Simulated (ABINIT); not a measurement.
# AlN (P6_3mc) in ABINIT: further runs

One crystal, AlN, is run at these levels: TB-mBJ; tasks: band structure.

Everything below comes from runs of ABINIT 10.8.3 (patched build). Logs are shortened: lines on timing, memory, paths and dates and some standing lists are left out, and cuts for length are marked. The log counts tension as positive stress, the text compression.

**Measured values to compare with.**

“Self-assembly of well-separated AlN nanowires directly on sputtered metallic TiN films”, 2019, arxiv:1910.07391 quotes, for a bulk crystal of AlN at 10 K: band gap 6.034 eV (an exciton energy, a little under the gap).

The runs below are set against these values where they give the same quantity.

### Step 1. Starting point

It takes space group P6_3mc (No. 186, hexagonal). The conventional cell has a = 3.113 Å, b = 3.113 Å, c = 4.981 Å, α = 90.00°, β = 90.00°, γ = 120.00°. Al (site symmetry 3m) has 4 N at 1.89 Å as nearest neighbours. Around N (site symmetry 3m) lie 4 Al at 1.89 Å.

### Step 2. Band structure, TB-mBJ

The input, run.abi:

```
ndtset 2

pp_dirpath "./"
pseudos "Al.LDA_PW-JTH.xml, N.LDA_PW-JTH.xml"

acell 5.882717426 5.882717426 9.4127258268
rprim
     1.0000000000     0.0000000000     0.0000000000
    -0.5000000000     0.8660254038     0.0000000000
     0.0000000000     0.0000000000     1.0000000000
ntypat 2
znucl 13 7
natom 4
typat 1 1 2 2
xred
     0.6666666667     0.3333333333     0.5000000000
     0.3333333333     0.6666666667     0.0000000000
     0.6666666667     0.3333333333     0.8800000000
     0.3333333333     0.6666666667     0.3800000000

ecut 31.0
pawecutdg 53.0

ixc -208012
usekden 1
pawxcdev 0

occopt 3
tsmear 0.00183747

nstep 100
diemix 0.3
optforces 0
optstress 0

iomode 3
prtwf 0
prteig 0
prtebands 0
prtden1 1
prtkden1 1

kptopt1 1
ngkpt1 8 8 5
nshiftk1 1
shiftk1 0.0 0.0 0.0
nband1 12
tolvrs1 1.0e-7

iscf2 -2
getden2 1
getkden2 1
nband2 18
nbdbuf2 4
tolwfr2 1.0e-11
kptopt2 -7
ndivsm2 8
prteig2 1
prtvol2 -3
kptbounds2
     0.0000000000     0.0000000000     0.0000000000
     0.5000000000     0.0000000000     0.0000000000
     0.3333333333     0.3333333333     0.0000000000
     0.0000000000     0.0000000000     0.0000000000
     0.0000000000     0.0000000000     0.5000000000
     0.5000000000     0.0000000000     0.5000000000
     0.3333333333     0.3333333333     0.5000000000
     0.0000000000     0.0000000000     0.5000000000
```

Potentials or basis: JTH PAW LDA v2.0.

On the command line:

```
$ abinit run.abi > log 2>&1
```

run.abo:

```text
.Version 10.8.3 of ABINIT
 DATASET    1 : space group P6_3 m c (#186); Bravais hP (primitive hexag.)
================================================================================
 Values of the parameters that define the memory need for DATASET  1.
     intxc =       0    ionmov =       0      iscf =       7    lmnmax =       8
     lnmax =       4     mgfft =      48  mpssoang =       2    mqgrid =    3085
     natom =       4  nloc_mem =       2    nspden =       1   nspinor =       1
    nsppol =       1      nsym =      12    n1xccc =       1    ntypat =       2
    occopt =       3   xclevel =       2
       mpw =        2370          nfft =       43200          nkpt =          30
 PAW method is used; the additional fine FFT grid is defined by:
   mgfftf=        64    nfftf =    102400
================================================================================
================================================================================

 DATASET    2 : space group P6_3 m c (#186); Bravais hP (primitive hexag.)
================================================================================
 Values of the parameters that define the memory need for DATASET  2.
     intxc =       0    ionmov =       0      iscf =      -2    lmnmax =       8
     lnmax =       4     mgfft =      48  mpssoang =       2    mqgrid =    3085
     natom =       4  nloc_mem =       2    nspden =       1   nspinor =       1
    nsppol =       1      nsym =      12    n1xccc =       1    ntypat =       2
    occopt =       3   xclevel =       2
       mpw =        2376          nfft =       43200          nkpt =          91
 PAW method is used; the additional fine FFT grid is defined by:
   mgfftf=        64    nfftf =    102400
================================================================================
================================================================================

--------------------------------------------------------------------------------
------------- Echo of variables that govern the present computation ------------
--------------------------------------------------------------------------------
 -outvars: echo values of preprocessed input variables --------
            acell      5.8827174260E+00  5.8827174260E+00  9.4127258268E+00 Bohr
              amu      2.69815390E+01  1.40067400E+01
           diemix      3.00000000E-01
             ecut      3.10000000E+01 Hartree
           getden1          0
           getden2          1
          getkden1          0
          getkden2          1
             iscf1          7
             iscf2         -2
              ixc     -208012
           jdtset        1    2
           kptopt1          1
           kptopt2         -7
         kptrlatt        8    0    0      0    8    0      0    0    5
          kptrlen1     4.70617394E+01
          kptrlen2     3.00000000E+01
            natom           4
            nband1         12
            nband2         18
           nbdbuf1          0
           nbdbuf2          4
           ndtset           2
           ndivsm1          0
           ndivsm2          8
            ngfft          30      30      48
          ngfftdg          40      40      64
             nkpt1         30
             nkpt2         91
            nstep         100
             nsym          12
           ntypat           2
           occopt           3
        optforces           0
        optstress           0
        pawecutdg      5.30000000E+01 Hartree
         pawxcdev           0
        prtebands           0
           prteig1          0
           prteig2          1
          prtkden           1
           prtvol1          0
           prtvol2         -3
            prtwf           0
            rprim      1.0000000000E+00  0.0000000000E+00  0.0000000000E+00
                      -5.0000000000E-01  8.6602540380E-01  0.0000000000E+00
                       0.0000000000E+00  0.0000000000E+00  1.0000000000E+00
           shiftk1     0.00000000E+00  0.00000000E+00  0.00000000E+00
           shiftk2     5.00000000E-01  5.00000000E-01  5.00000000E-01
          spgroup         186
           tolvrs1     1.00000000E-07
           tolvrs2     0.00000000E+00
           tolwfr1     0.00000000E+00
[... 888 lines left out ...]
  1.35E-12  7.40E-12  5.78E-12  2.45E-12  7.18E-12  2.62E-12  8.05E-12  5.61E-12
  2.68E-05  5.61E-04
 -2.6842E-01 -2.6842E-01  1.6444E-01  1.6444E-01  2.5728E-01  2.5728E-01
  2.5841E-01  2.5841E-01  5.6326E-01  5.6326E-01  7.1189E-01  7.1189E-01
  7.5377E-01  7.5377E-01  7.5459E-01  7.5459E-01  9.9806E-01  1.0003E+00
 Non-SCF case, kpt   91 (  0.00000  0.00000  0.50000), residuals and eigenvalues=
  3.69E-12  5.93E-12  4.92E-12  8.21E-12  3.63E-12  5.40E-12  4.01E-12  4.70E-12
  1.33E-12  5.37E-12  4.59E-12  1.66E-12  2.47E-12  1.86E-12  1.71E-12  5.44E-12
  3.65E-06  2.93E-05
 -2.6883E-01 -2.6883E-01  1.6455E-01  1.6455E-01  2.5886E-01  2.5886E-01
  2.5886E-01  2.5886E-01  5.6171E-01  5.6171E-01  7.1590E-01  7.1590E-01
  7.5235E-01  7.5235E-01  7.5235E-01  7.5235E-01  1.0087E+00  1.0118E+00

Result for kinetic energy density :

--------------------------------------------------------------------------------
 Total kinetic energy density [Ha/Bohr^3]
)     Maximum=    2.2346E+00  at reduced coord.    0.6750    0.3500    0.8750
)     Minimum=    2.8143E-03  at reduced coord.    0.0000    0.0000    0.1563
   Integrated=    1.3982E+01
--------------------------------------------------------------------------------

--- !ResultsGS
iteration_state: {dtset: 2, }
comment   : Summary of ground state results
lattice_vectors:
- [  5.8827174,   0.0000000,   0.0000000, ]
- [ -2.9413587,   5.0945827,   0.0000000, ]
- [  0.0000000,   0.0000000,   9.4127258, ]
lattice_lengths: [   5.88272,    5.88272,    9.41273, ]
lattice_angles: [ 90.000,  90.000, 120.000, ] # degrees, (23, 13, 12)
lattice_volume:   2.8209930E+02
convergence: {deltae:  0.000E+00, res2:  0.000E+00, residm:  9.977E-12, diffor:  0.000E+00, }
etotal    :  -1.74740688E+01
entropy   :   0.00000000E+00
fermie    :   3.65707435E-01
cartesian_stress_tensor: null
pressure_GPa: null
xred      :
- [  6.6667E-01,   3.3333E-01,   5.0000E-01, Al]
- [  3.3333E-01,   6.6667E-01,   0.0000E+00, Al]
- [  6.6667E-01,   3.3333E-01,   8.8000E-01,  N]
- [  3.3333E-01,   6.6667E-01,   3.8000E-01,  N]
cartesian_forces: null
force_length_stats: {min: null, max: null, mean: null, }
...

 Integrated electronic density in atomic spheres:
 ------------------------------------------------
 Atom  Sphere_radius  Integrated_density
    1        1.90363          0.83032761
    2        1.90363          0.83032761
    3        1.20497          2.63119573
    4        1.20497          2.63119573

================================================================================

 ----iterations are completed or convergence reached----

 Mean square residual over all n,k,spin=   39.585E-13; max=  99.772E-13
 reduced coordinates (array xred) for    4 atoms
       0.666666666667      0.333333333333      0.500000000000
       0.333333333333      0.666666666667      0.000000000000
       0.666666666667      0.333333333333      0.880000000000
       0.333333333333      0.666666666667      0.380000000000

 cartesian coordinates (angstrom) at end:
    1      1.55649999895463     0.89864569340626     2.49049999832074
    2     -0.00000000000000     1.79729138681251     0.00000000000000
    3      1.55649999895463     0.89864569340626     4.38327999704451
    4     -0.00000000000000     1.79729138681251     1.89277999872377
 length scales=  5.882717426000  5.882717426000  9.412725826800 bohr
              =  3.112999997909  3.112999997909  4.980999996641 angstroms
 Eigenvalues (hartree) for nkpt=  91  k points:
 kpt#   1, nband= 18, wtk=  1.00000, kpt=  0.0000  0.0000  0.0000 (reduced coord)
  -0.29813   -0.22945    0.07273    0.24636    0.24636    0.27211    0.27211    0.27840
   0.48031    0.57424    0.73251    0.74196    0.74196    0.80159    0.81410    0.81410
   0.87060    0.87060
 kpt#   2, nband= 18, wtk=  1.00000, kpt=  0.0333  0.0000  0.0000 (reduced coord)
  -0.29765   -0.22919    0.07331    0.24414    0.24569    0.26977    0.27199    0.27817
   0.48270    0.57649    0.73031    0.73825    0.74356    0.80315    0.81242    0.81530
   0.86081    0.86738
 kpt#   3, nband= 18, wtk=  1.00000, kpt=  0.0667  0.0000  0.0000 (reduced coord)
  -0.29624   -0.22841    0.07505    0.23768    0.24376    0.26323    0.27160    0.27744
   0.48945    0.58292    0.72373    0.72863    0.74829    0.80510    0.80980    0.81846
   0.84358    0.85967
 kpt#   4, nband= 18, wtk=  1.00000, kpt=  0.1000  0.0000  0.0000 (reduced coord)
  -0.29391   -0.22716    0.07793    0.22754    0.24077    0.25347    0.27086    0.27612
   0.49951    0.59257    0.71316    0.71591    0.75590    0.79921    0.81332    0.82154
   0.82810    0.85235
 kpt#   5, nband= 18, wtk=  1.00000, kpt=  0.1333  0.0000  0.0000 (reduced coord)
[... 333 lines left out ...]
   0.57338    0.57338    0.69241    0.69241    0.76145    0.76145    0.76503    0.76503
   0.97682    0.97703
 kpt#  89, nband= 18, wtk=  1.00000, kpt=  0.0392  0.0392  0.5000 (reduced coord)
  -0.26717   -0.26717    0.16403    0.16403    0.25287    0.25287    0.25707    0.25707
   0.56752    0.56752    0.70273    0.70273    0.75785    0.75785    0.75883    0.75883
   0.98674    0.99139
 kpt#  90, nband= 18, wtk=  1.00000, kpt=  0.0196  0.0196  0.5000 (reduced coord)
  -0.26842   -0.26842    0.16444    0.16444    0.25728    0.25728    0.25841    0.25841
   0.56326    0.56326    0.71189    0.71189    0.75377    0.75377    0.75459    0.75459
   0.99806    1.00031
 kpt#  91, nband= 18, wtk=  1.00000, kpt=  0.0000  0.0000  0.5000 (reduced coord)
  -0.26883   -0.26883    0.16455    0.16455    0.25886    0.25886    0.25886    0.25886
   0.56171    0.56171    0.71590    0.71590    0.75235    0.75235    0.75235    0.75235
   1.00871    1.01176

== END DATASET(S) ==============================================================
================================================================================

 -outvars: echo values of variables after computation  --------
            acell      5.8827174260E+00  5.8827174260E+00  9.4127258268E+00 Bohr
           etotal1    -1.7474068752E+01
            fcart1     9.9999999999E+99  9.9999999999E+99  9.9999999999E+99
                       9.9999999999E+99  9.9999999999E+99  9.9999999999E+99
                       9.9999999999E+99  9.9999999999E+99  9.9999999999E+99
                       9.9999999999E+99  9.9999999999E+99  9.9999999999E+99
            rprim      1.0000000000E+00  0.0000000000E+00  0.0000000000E+00
                      -5.0000000000E-01  8.6602540380E-01  0.0000000000E+00
                       0.0000000000E+00  0.0000000000E+00  1.0000000000E+00
           strten1     9.9999999999E+99  9.9999999999E+99  9.9999999999E+99
                       9.9999999999E+99  9.9999999999E+99  9.9999999999E+99
           xangst      1.5564999990E+00  8.9864569341E-01  2.4904999983E+00
                      -2.5325496290E-17  1.7972913868E+00  0.0000000000E+00
                       1.5564999990E+00  8.9864569341E-01  4.3832799970E+00
                      -2.5325496290E-17  1.7972913868E+00  1.8927799987E+00
             xred      6.6666666667E-01  3.3333333333E-01  5.0000000000E-01
                       3.3333333333E-01  6.6666666667E-01  0.0000000000E+00
                       6.6666666667E-01  3.3333333333E-01  8.8000000000E-01
                       3.3333333333E-01  6.6666666667E-01  3.8000000000E-01
 Calculation completed.
```

It took 3.3 min on 1 thread of AMD EPYC 9R45 (Zen 5), shared host; peak memory 0.21 GiB.

Results:

| Quantity | Value |
| --- | --- |
| Band gap on the k mesh | 5.49 eV, direct |
| Band gap along the path | 5.49 eV, direct |
| Valence electrons inside the program's atomic spheres | Al 0.83; N 2.63 |

Levels at the corners of the path, in eV from the valence-band top:
```tsv
point	band 4	band 5	band 6	band 7	band 8	band 9	band 10	band 11	band 12	band 13
Γ	-0.87	-0.87	-0.17	-0.17	0.00	5.49	8.05	12.36	12.61	12.61
M	-3.94	-3.19	-2.07	-1.63	-0.70	7.44	7.53	9.51	11.99	12.45
K	-3.58	-3.58	-2.31	-2.29	-2.29	6.87	10.04	11.30	11.30	13.02
Γ	-0.87	-0.87	-0.17	-0.17	0.00	5.49	8.05	12.36	12.61	12.61
A	-3.10	-0.53	-0.53	-0.53	-0.53	7.71	7.71	11.91	11.91	12.90
L	-5.23	-1.45	-1.45	-1.34	-1.34	6.91	6.91	10.79	10.79	13.50
H	-4.56	-3.55	-3.55	-0.85	-0.85	9.14	9.14	9.36	9.36	13.46
A	-3.10	-0.53	-0.53	-0.53	-0.53	7.71	7.71	11.91	11.91	12.90
```

Caveat: the constant c of TB-mBJ comes from the pseudo density here, which moves gaps by up to 0.3 eV between sets of potentials; the PAW data sets were made with another functional, which shifts forces and pressure a little.

[end of part 1 of 2]
